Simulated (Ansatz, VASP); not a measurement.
# One calculation of PbO2, two programs

```
Pb O
1.0
     4.99496    0.00000    0.00000
     0.00000    4.99496    0.00000
     0.00000    0.00000    3.40900
Pb O
2 4
Cartesian
  2.4975 2.4975 1.7045
  0.0000 0.0000 0.0000
  3.4594 3.4594 0.0000
  4.0331 0.9619 1.7045
  0.9619 4.0331 1.7045
  1.5356 1.5356 0.0000
```

The cell is a database's computed one.

Alike in both runs: task band structure; functional LDA; k mesh 5 × 5 × 6; occupations fermi-dirac, width 0.05 eV; spin-orbit coupling, no magnetisation.

```csv
,VASP,Ansatz
version,VASP 6.6.1,Ansatz 0.2.0
potentials or method,"VASP PAW LDA potentials, release 64 (Pb_d, O)",Ansatz PAW
plane-wave cutoff (eV),520,420
valence electrons in the cell,52,52
```

Ansatz gave:

| Property | Result |
| --- | --- |
| gap on the k mesh at the Fermi level (eV) | 0.16 |
| least direct gap on the mesh (eV) | 0.31 |
| pressure (GPa) | -4.5 |
| largest component of the traceless stress (GPa) | 0.59 |
| rms of the force components (eV/Å) | 0.033 |

**Question.** Estimate VASP's values.

**Answer.** gap on the k mesh at the Fermi level (eV): 0.17; least direct gap on the mesh (eV): 0.31; pressure (GPa): -3.9; largest component of the traceless stress (GPa): 0.37; rms of the force components (eV/Å): 0.025.

Atom by atom the forces differ by 0.008 eV/Å (rms over components).

Caveats: the pressure holds a Pulay correction of +0.8 GPa for the finite cutoff (Ansatz); the PAW data sets come from PBE, with cores solved anew for the run's functional, which leaves a small shift of forces and pressure (Ansatz).
